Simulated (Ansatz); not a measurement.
# AlGa2As3: further runs on a relaxed guess, part 1 of 2

This session takes a relaxed cell of AlGa2As3 and sets out to get its elastic tensor and get the carriers' masses.

Program: Ansatz 0.2.0. Level of theory: DFT PBE, scalar-relativistic, plane waves, PAW. These are calculated values, not measurements.

### Step 1. Starting point

It takes space group P3m1 (No. 156, trigonal). Conventional cell: a = 4.059 Å, b = 4.059 Å, c = 9.940 Å, α = 90.00°, β = 90.00°, γ = 120.00°. Around Al (site symmetry 3m) lie 4 As at 2.48 Å. Ga (site symmetry 3m) is surrounded by 4 As at 2.49 Å. Ga (site symmetry 3m) is surrounded by 4 As at 2.48 to 2.49 Å. As (site symmetry 3m) is surrounded by 4 Ga at 2.48 to 2.49 Å. As (site symmetry 3m) has 1 Al at 2.48 Å and 3 Ga at 2.49 Å as nearest neighbours. Around As (site symmetry 3m) lie 3 Al at 2.48 Å and 1 Ga at 2.49 Å.

As a file:

```cif
data_structure
_symmetry_space_group_name_H-M 'P3m1'
_symmetry_Int_Tables_number 156
_cell_length_a 4.0591
_cell_length_b 4.0591
_cell_length_c 9.9398
_cell_angle_alpha 90.000
_cell_angle_beta 90.000
_cell_angle_gamma 120.000
_cell_volume 141.83
loop_
_atom_site_label
_atom_site_type_symbol
_atom_site_symmetry_multiplicity
_atom_site_Wyckoff_symbol
_atom_site_fract_x
_atom_site_fract_y
_atom_site_fract_z
_atom_site_occupancy
Al1 Al 1 b 0.33333 0.66667 0.66716 1
Ga1 Ga 1 a 0.00000 0.00000 0.99977 1
Ga2 Ga 1 c 0.66667 0.33333 0.33327 1
As1 As 1 c 0.66667 0.33333 0.08335 1
As2 As 1 b 0.33333 0.66667 0.41740 1
As3 As 1 a 0.00000 0.00000 0.74903 1
```

It is the end of an earlier relaxation with the same method, from a generated guess; it needn't be the stable form of this composition. At a tolerance of 0.02 Å it has space group P3m1 (No. 156); it has 23.64 Å³/atom, an uncorrected energy of -0.40 eV/atom over the elements and, on its mesh, gap 0.53 eV.

### Step 2. Elastic constants, atoms relaxed

Contents of input.yaml:

```yaml
crystal:
  lattice:
    - [4.0591382169, 0.0, 0.0]
    - [-2.0295691085, 3.5153168133, 0.0]
    - [0.0, 0.0, 9.939913065]
  atoms:
    - { symbol: Al, position: [0.3333333333, 0.6666666667, 0.6671670099] }
    - { symbol: Ga, position: [0.0, 0.0, 0.9997799496] }
    - { symbol: Ga, position: [0.6666666667, 0.3333333333, 0.3332872994] }
    - { symbol: As, position: [0.6666666667, 0.3333333333, 0.0833483305] }
    - { symbol: As, position: [0.3333333333, 0.6666666667, 0.4173956313] }
    - { symbol: As, position: [0.0, 0.0, 0.7490207794] }
basis:
  ecutwfc: 420
kpoints:
  mp_grid: { grid: [12, 12, 4] }
hamiltonian:
  xc: pbe
scf:
  occupations: { method: fixed }
output:
  forces: true
  stress: true
  eigenvalues: true
  polarization: {}
elastic:
  mode: relaxed_ion
  stencil: two_point
```

Command:

```sh
$ ansatz run input.yaml --threads 4 --pin off --max-ram 8192MiB --backend cpu --events-out ev --progress --plain --runs-dir out
```

What it wrote:

```text
Warning: RAYON_NUM_THREADS=4 ignored (pool sized by the plan → 4); use --threads N
Engine: ansatz 0.2.0, aarch64-unknown-linux-gnu
Pseudopotentials: kind: paw
Pseudopotential: Al, paw, valence charge 3, recommended cutoff 420 eV (normal), Al.paw.azcp
Pseudopotential: Ga, paw, valence charge 13, recommended cutoff 420 eV (normal), Ga.paw.azcp
Pseudopotential: As, paw, valence charge 15, recommended cutoff 420 eV (normal), As.paw.azcp
Functional definition: PBE
  parameter kappa = 0.804
  parameter beta = 0.06672455060314922
  exchange = pbe_x(kappa = kappa, mu = beta*pi^2/3)
  correlation = pbe_c(beta = beta)
Crystal: 6 atoms, lattice volume = 141.834 Å³
Basis set: ecut = 420 eV, 2793 PW (Γ), exchange–correlation on 60×60×144 points (8 copies of the dense FFT grid, shifted against one another)
Bands: 45, of which v1, the nominal top of the filled ones, is band 37 counted from 1 (36 counted from 0)
Symmetry: 6 space group operations
Space group: P3m1 (ITA 156), of the structure as read, at distance tolerance 5.2e-5 Å
k-points: 69 of 576 (time reversal used)
Non-local potential: Al, projectors of the file, l = 0: 2, l = 1: 2, l = 2: 1
Non-local potential: Ga, projectors of the file, l = 0: 2, l = 1: 2, l = 2: 3, l = 3: 1
Non-local potential: As, projectors of the file, l = 0: 2, l = 1: 2, l = 2: 3, l = 3: 1
PAW form: soft (Blöchl's): semilocal exchange-correlation on the pseudo side does not see the compensation charge
PAW one-centre angular grid: Al, 110 points (default); XC on 64 Gauss nodes
PAW one-centre angular grid: Ga, 590 points (default); XC on 64 Gauss nodes
PAW one-centre angular grid: As, 590 points (default); XC on 64 Gauss nodes
Initial density: superposition of atomic densities (neutral atoms: chi_scale 0, normalization atom), corrected by the library's trained network
Initial wavefunctions: pseudopotential atomic-orbital guess
Functional: x = pbe(κ = 0.804, μ = 0.2195149727645171), c = pbe(β = 0.06672455060314922)
SCF iter   1: F=—  HF=-22674.329806 eV  |F-HF|=—  |Δ(HF+E_count)|=         —  Δρ=1.85e-3  dr2=1.08e-2  ethr=1.77e-3  ⟨swp⟩=4.8  Hψ=9947  notcnv=0  defer=372
preconditioner: auto → Resta (q_TF=auto, 2.448 Å⁻¹)  ε∞=3.4  [insulator: Δε(μ)=0.522 eV  Ē_g=13.230 eV  n_scr=36 (ndim 8)  ℏωp=20.7 eV  f_vac=0.065  ε∞_Penn≈3.4]
SCF iter   2: F=—  HF=-22674.325720 eV  |F-HF|=—  |Δ(HF+E_count)|=   4.09e-3  Δρ=1.01e-3  dr2=2.38e-3  ethr=1.47e-5  ⟨swp⟩=2.0  Hψ=5315  notcnv=0  defer=414
SCF iter   3: F=—  HF=-22674.325532 eV  |F-HF|=—  |Δ(HF+E_count)|=   1.87e-4  Δρ=5.23e-4  dr2=4.92e-4  ethr=3.22e-6  ⟨swp⟩=2.0  Hψ=4576  notcnv=0  defer=414
SCF iter   4: F=—  HF=-22674.325387 eV  |F-HF|=—  |Δ(HF+E_count)|=   1.45e-4  Δρ=1.91e-4  dr2=8.57e-5  ethr=6.64e-7  ⟨swp⟩=2.0  Hψ=4568  notcnv=0  defer=401
SCF iter   5: F=—  HF=-22674.325481 eV  |F-HF|=—  |Δ(HF+E_count)|=   9.35e-5  Δρ=5.46e-5  dr2=8.60e-6  ethr=1.16e-7  ⟨swp⟩=3.0  Hψ=5473  notcnv=0  defer=205
SCF iter   6: F=—  HF=-22674.325491 eV  |F-HF|=—  |Δ(HF+E_count)|=   1.05e-5  Δρ=2.46e-5  dr2=1.09e-6  ethr=1.16e-8  ⟨swp⟩=2.0  Hψ=5473  notcnv=0  defer=188
SCF iter   7: F=—  HF=-22674.325492 eV  |F-HF|=—  |Δ(HF+E_count)|=   1.07e-6  Δρ=8.40e-6  dr2=7.59e-8  ethr=1.48e-9  ⟨swp⟩=2.0  Hψ=5476  notcnv=0  defer=187
SCF iter   8: F=—  HF=-22674.325493 eV  |F-HF|=—  |Δ(HF+E_count)|=   2.82e-7  Δρ=2.33e-6  dr2=5.70e-9  ethr=1.03e-10  ⟨swp⟩=2.0  Hψ=5473  notcnv=0  defer=187
SCF iter   9: F=—  HF=-22674.325493 eV  |F-HF|=—  |Δ(HF+E_count)|=   1.63e-9  Δρ=7.29e-7  dr2=5.88e-10  ethr=7.70e-12  ⟨swp⟩=2.0  Hψ=5473  notcnv=0  defer=187
SCF iter  10: F=—  HF=-22674.325493 eV  |F-HF|=—  |Δ(HF+E_count)|=  8.80e-10  Δρ=2.98e-7  dr2=1.12e-10  ethr=7.94e-13 (applied; sched 1.00e-12)  ⟨swp⟩=2.0  Hψ=5473  notcnv=0  defer=187
SCF iter  11: F=—  HF=-22674.325493 eV  |F-HF|=—  |Δ(HF+E_count)|=  2.91e-10  Δρ=1.03e-7  dr2=1.78e-11  ethr=1.52e-13 (applied; sched 1.00e-12)  ⟨swp⟩=2.0  Hψ=4438  notcnv=0  defer=187
SCF iter  12: F=—  HF=-22674.325493 eV  |F-HF|=—  |Δ(HF+E_count)|=  4.37e-11  Δρ=3.92e-8  dr2=4.06e-12  ethr=2.40e-14 (applied; sched 1.00e-12)  ⟨swp⟩=2.0  Hψ=5465  notcnv=0  defer=187
SCF iter  13: F=—  HF=-22674.325493 eV  |F-HF|=—  |Δ(HF+E_count)|=    0.00e0  Δρ=1.79e-8  dr2=5.62e-13  ethr=5.48e-15 (applied; sched 1.00e-12)  ⟨swp⟩=2.0  Hψ=5473  notcnv=0  defer=187
SCF iter  14: F=-22674.325493 eV  HF=-22674.325493 eV  |F-HF|=3.64e-12  |Δ(HF+E_count)|=    0.00e0  Δρ=4.85e-9  dr2=6.37e-14  ethr=1.00e-12  ⟨swp⟩=10.6  Hψ=15153  notcnv=0
SCF 1 converged in 14 iterations: F = -22674.325493 eV  dr2 = 6.37e-14
relax step   1: F+E_penalty+E_count = -22674.32549257 eV  Δ(F+E_penalty+E_count) = +0.000e0 eV  max|allowed force component| = 3.984e-4 eV/Å  Δτ_max = 0.0000 Å  (14 SCF iters, accepted)
[... from here on, the SCF cycles and remarks between the steps are left out, and one step in 2 is shown ...]
relax step   2: F+E_penalty+E_count = -22674.32549259 eV  Δ(F+E_penalty+E_count) = -1.756e-8 eV  max|allowed force component| = 8.358e-5 eV/Å  Δτ_max = 0.0000 Å  (10 SCF iters, accepted)
relax step   1: F+E_penalty+E_count = -22674.32524923 eV  Δ(F+E_penalty+E_count) = +0.000e0 eV  max|allowed force component| = 1.186e-2 eV/Å  Δτ_max = 0.0000 Å  (13 SCF iters, accepted)
relax step   3: F+E_penalty+E_count = -22674.32527947 eV  Δ(F+E_penalty+E_count) = -7.389e-7 eV  max|allowed force component| = 1.606e-4 eV/Å  Δτ_max = 0.0002 Å  (9 SCF iters, accepted)
relax step   5: F+E_penalty+E_count = -22674.32527947 eV  Δ(F+E_penalty+E_count) = -1.026e-9 eV  max|allowed force component| = 1.337e-6 eV/Å  Δτ_max = 0.0000 Å  (8 SCF iters, accepted)
relax step   2: F+E_penalty+E_count = -22674.32527708 eV  Δ(F+E_penalty+E_count) = -2.850e-5 eV  max|allowed force component| = 1.605e-3 eV/Å  Δτ_max = 0.0007 Å  (10 SCF iters, accepted)
relax step   4: F+E_penalty+E_count = -22674.32527774 eV  Δ(F+E_penalty+E_count) = -3.212e-9 eV  max|allowed force component| = 8.025e-5 eV/Å  Δτ_max = 0.0000 Å  (8 SCF iters, accepted)
relax step   1: F+E_penalty+E_count = -22674.32521977 eV  Δ(F+E_penalty+E_count) = +0.000e0 eV  max|allowed force component| = 1.605e-2 eV/Å  Δτ_max = 0.0000 Å  (13 SCF iters, accepted)
relax step   3: F+E_penalty+E_count = -22674.32525999 eV  Δ(F+E_penalty+E_count) = -1.012e-6 eV  max|allowed force component| = 1.329e-4 eV/Å  Δτ_max = 0.0002 Å  (9 SCF iters, accepted)
relax step   5: F+E_penalty+E_count = -22674.32525999 eV  Δ(F+E_penalty+E_count) = -1.462e-9 eV  max|allowed force component| = 2.223e-6 eV/Å  Δτ_max = 0.0000 Å  (9 SCF iters, accepted)
relax step   2: F+E_penalty+E_count = -22674.32527125 eV  Δ(F+E_penalty+E_count) = -3.719e-5 eV  max|allowed force component| = 2.583e-3 eV/Å  Δτ_max = 0.0008 Å  (10 SCF iters, accepted)
relax step   4: F+E_penalty+E_count = -22674.32527214 eV  Δ(F+E_penalty+E_count) = -2.976e-9 eV  max|allowed force component| = 9.232e-5 eV/Å  Δτ_max = 0.0000 Å  (8 SCF iters, accepted)
relax step   1: F+E_penalty+E_count = -22674.32542266 eV  Δ(F+E_penalty+E_count) = +0.000e0 eV  max|allowed force component| = 7.976e-3 eV/Å  Δτ_max = 0.0000 Å  (11 SCF iters, accepted)
relax step   3: F+E_penalty+E_count = -22674.32543250 eV  Δ(F+E_penalty+E_count) = -2.261e-7 eV  max|allowed force component| = 2.183e-5 eV/Å  Δτ_max = 0.0001 Å  (9 SCF iters, accepted)
relax step   2: F+E_penalty+E_count = -22674.32543232 eV  Δ(F+E_penalty+E_count) = -9.679e-6 eV  max|allowed force component| = 1.190e-3 eV/Å  Δτ_max = 0.0006 Å  (9 SCF iters, accepted)
relax step   3: F+E_penalty+E_count = -22674.32543255 eV  Δ(F+E_penalty+E_count) = -2.327e-7 eV  max|allowed force component| = 1.958e-5 eV/Å  Δτ_max = 0.0001 Å  (9 SCF iters, accepted)
[... 12 lines left out ...]
SCF 36 converged in 10 iterations: F = -22674.325433 eV  dr2 = 1.16e-15
NSCF: frozen V_eff on 166 k-points
NSCF: frozen V_eff on 71 k-points
SCF converged after 10 iterations
Free energy (F): -22674.325493 eV
Harris-Foulkes:  -22674.325493 eV  (|F-HF|=3.64e-12)
Internal energy: -22674.325493 eV  (E = F + TS)
E sigma→0 (E₀):  -22674.325493 eV
Fermi energy:    7.041544 eV
--- Per-component energies (eV) ---
  E_band       = -935.166578
  E_kinetic    = 562.105183
  E_local      = -10789.450732  (includes V_loc(G=0)·N_el)
  E_nonlocal   = -1151.434038
  E_hartree    = 5478.536951
  E_xc         = -414.247017
  E_vxc        = -381.020536  (∫ρ·V_xc dr)
  E_paw        = -9952.041607  (= ΣΔE_a)
  E_vpaw       = -132.440140  (= ΣTr[D̂ρ^β])
  E_aug_tail   = -0.000219  (compensation charges beyond the density's cutoff)
  E_ewald      = -6407.794013
  E_smearing   = -0.000000  (= −TS)
  E_closure    = 0.000000  (closes the sum)
  Σ components = -22674.325493   (vs F -22674.325493, Δ=0.00e0)
--- Forces (eV/Å), atoms counted from 1 ---
  atom   1  Al     0.00000000     0.00000000     0.00000631
  atom   2  Ga     0.00000000     0.00000000    -0.00000897
  atom   3  Ga     0.00000000     0.00000000    -0.00002430
  atom   4  As    -0.00000000    -0.00000000    -0.00000858
  atom   5  As     0.00000000    -0.00000000     0.00002288
  atom   6  As    -0.00000000    -0.00000000     0.00001153
  max |Σ_I F_I| component: 1.12e-6 eV/Å
--- Stress (GPa, compression-positive) ---
       -0.000614      -0.000000       0.000000
       -0.000000      -0.000614       0.000000
        0.000000       0.000000       0.002983
  P = ⅓ Tr σ = 0.0006 GPa (0.006 kbar)
--- Band table (eV; the first three rows and the last of 69) ---
[... 4 lines left out ...]
--- Elastic constants: 3 strain directions × 2 members + reference (group order 6) ---
  dense FFT box of the reference and of every strained cell: 30×30×72
  strains applied: 11, 33, 23; error gains: componentwise 1.00 (the most a stress slope's error grows in a printed constant), spectral 1.41 (1 for all six strains in a standard setting)
  reference relaxed by the batch: 3 steps; max|allowed force component| 3.98e-4 eV/Å at the deck's positions, 2.41e-5 at the last accepted step, 2.41e-5 by the solve of record
  largest displacement 2.6e-5 Å; the constants are those of the deck's cell at these positions:
  atoms:
    - { symbol: Al, position: [0.33333333333333337, 0.6666666666666666, 0.6671692630078199] }
    - { symbol: Ga, position: [-2.655645455253676e-22, 2.126016925486671e-33, 0.9997816414885247] }
    - { symbol: Ga, position: [0.6666666666666665, 0.33333333333333326, 0.3332889947789576] }
    - { symbol: As, position: [0.6666666666666665, 0.33333333333333326, 0.08334571240995818] }
    - { symbol: As, position: [0.33333333333333337, 0.6666666666666666, 0.41739498837759764] }
    - { symbol: As, position: [3.734728421977995e-22, -3.158253014895628e-33, 0.7490184000371423] }
  C = ∂σ_k/∂η_j (tension-positive GPa; Voigt order 11 22 33 23 13 12):
       123.932     36.456     28.701     10.692     -0.000      0.000
        36.456    123.932     28.701    -10.692      0.000     -0.000
        28.705     28.705    131.208      0.000      0.000     -0.000
        10.693    -10.693     -0.000     35.822      0.000      0.000
        -0.000      0.000     -0.000     -0.000     35.822     10.693
         0.000     -0.000      0.000      0.000     10.692     43.738
  reference stress σ⁰ (GPa):      0.001      0.001     -0.003     -0.000     -0.000      0.000
  C* (energy form; C + prestress term) asymmetry max|C*_kj − C*_jk| = 8.152e-4 GPa — a small one proves nothing (zero by symmetry where the batch's group is 432, −43m or m−3m); a large one is finite-difference/SCF noise where every solve meets its electron count
  moduli (Voigt/Reuss/Hill, GPa): K = 62.98/62.98/62.98   G = 42.09/38.75/40.42   E = 99.89   ν = 0.236
  mechanically stable: yes (min eigenvalue of sym C = 28.38 GPa)
  e, the proper piezoelectric tensor (elastic.mode: relaxed_ion; C/m²; rows x y z; Voigt order 11 22 33 23 13 12):
       0.00000   -0.00000   -0.00000   -0.00000   -0.15575   -0.20475
      -0.20475    0.20475    0.00000   -0.15575   -0.00000   -0.00000
      -0.13028   -0.13028    0.27039   -0.00000    0.00000    0.00000
  ±, each entry's uncertainty from the finite density of the strings (C/m²), an estimate: the size of the correction for it that the entry includes:
       0.00000    0.00000    0.00000    0.00000    0.00271    0.00682
       0.00682    0.00682    0.00000    0.00271    0.00000    0.00000
       0.00622    0.00622    0.00122    0.00000    0.00000    0.00000
  the group's symmetry takes up to 4.4e-5 C/m² out of the measured responses: error of the strings' finite density and of the mesh across them, as far as it breaks the symmetry (raise kpoints.mp_grid and any string_points); the largest step of a string from the reference is 0.008 rad
  strain η (Voigt 11):  stress-route row diagonal C_11 = 123.93 GPa, energy-path curvature d²(F+E_count+ΔE)/dδ²/Ω₀ = 123.96 GPa
         δ    σ_11 (GPa)             F (eV)   n_scf  n_hpsi   n_pw
    -2.000e-3      -0.2486      -22674.3252795      10  115269   2793   relax 5 steps, max|allowed force component| 1.34e-6 eV/Å
     2.000e-3       0.2472      -22674.3252777      10  115100   2805   relax 5 steps, max|allowed force component| 1.39e-6 eV/Å
  strain η (Voigt 33):  stress-route row diagonal C_33 = 131.21 GPa, energy-path curvature d²(F+E_count+ΔE)/dδ²/Ω₀ = 131.22 GPa
         δ    σ_33 (GPa)             F (eV)   n_scf  n_hpsi   n_pw
    -2.000e-3      -0.2665      -22674.3252600      10   48289   2793   relax 5 steps, max|allowed force component| 2.22e-6 eV/Å
     2.000e-3       0.2584      -22674.3252721      10   48373   2806   relax 5 steps, max|allowed force component| 2.46e-6 eV/Å
  strain η (Voigt 23):  stress-route row diagonal C_44 = 35.82 GPa, energy-path curvature d²(F+E_count+ΔE)/dδ²/Ω₀ = 35.85 GPa
         δ    σ_23 (GPa)             F (eV)   n_scf  n_hpsi   n_pw
    -2.000e-3      -0.0715      -22674.3254325      10  114803   2797   relax 3 steps, max|allowed force component| 2.18e-5 eV/Å
     2.000e-3       0.0718      -22674.3254325      10  114768   2797   relax 3 steps, max|allowed force component| 1.96e-5 eV/Å
--- Formal polarisation (Berry phase): one branch of a lattice of values; only differences between neighbouring runs are physical ---
  axis  mesh            electronic          ionic      p = total  spread (rad)  least overlap  resolved gap  δp at fixed H ≤   (phases in cycles; p mod 1; gap in eV; gap and δp judge the states as solved, not the mesh's step, its correction or the SCF's stop)
  b1    12×12×4        -0.66666667    24.66666667    24.00000000      0.287944         0.7888        0.5321           1.3e-5
  b2    12×12×4         0.66666667    21.33333333    22.00000000      0.287944         0.7888        0.5321           1.3e-5
  b3    12×12×4         0.17498500    38.07781257    38.25279757      0.149965         0.8053        0.5321           8.3e-6
  quantum along a1:   0.02861890 e/Å² =    45.852533 µC/cm²
  quantum along a2:   0.02861890 e/Å² =    45.852533 µC/cm²
  quantum along a3:   0.07008123 e/Å² =   112.282502 µC/cm²
  P = (  0.37204570,   0.54526328,   2.68080294) e/Å² = (  596.082935,   873.608093,  4295.119833) µC/cm²  (mod the quanta)
```

Run time: 16 min. Hardware: 4 threads of Arm Neoverse V1, shared host; peak memory 1.7 GiB.

What follows for a polycrystal (Hill averages; density 4.580 g/cm³):

| quantity | value |
| --- | --- |
| bulk modulus B | 63.0 GPa |
| shear modulus G | 40.4 GPa |
| B/G | 1.56 |
| universal anisotropy index | 0.43 |
| sound speeds v_l, v_t | 5052, 2971 m/s |
| Debye temperature Θ | 342 K |

Young's modulus by Cartesian direction:

| direction | E (GPa) |
| --- | --- |
| (1, 0, 0) | 105 |
| (0, 1, 0) | 105 |
| (0, 0, 1) | 121 |
| (1, 1, 0) | 105 |
| (1, 0, 1) | 89 |
| (0, 1, 1) | 76 |
| (1, 1, 1) | 105 |

Proper relaxed-ion piezoelectric tensor e (C/m²; columns xx yy zz yz xz xy; signs follow the cell's orientation):

```
x    0.000  0.000  0.000  0.000 -0.156 -0.205
y   -0.205  0.205  0.000 -0.156  0.000  0.000
z   -0.130 -0.130  0.270  0.000  0.000  0.000
```

Strain coefficients d = e·C⁻¹ (pC/N):

```
x    0.00  0.00  0.00  0.00 -3.18 -3.90
y   -1.95  1.95  0.00 -3.18  0.00  0.00
z   -1.28 -1.28  2.62  0.00  0.00  0.00
```

(Continued in part 2 of 2.)
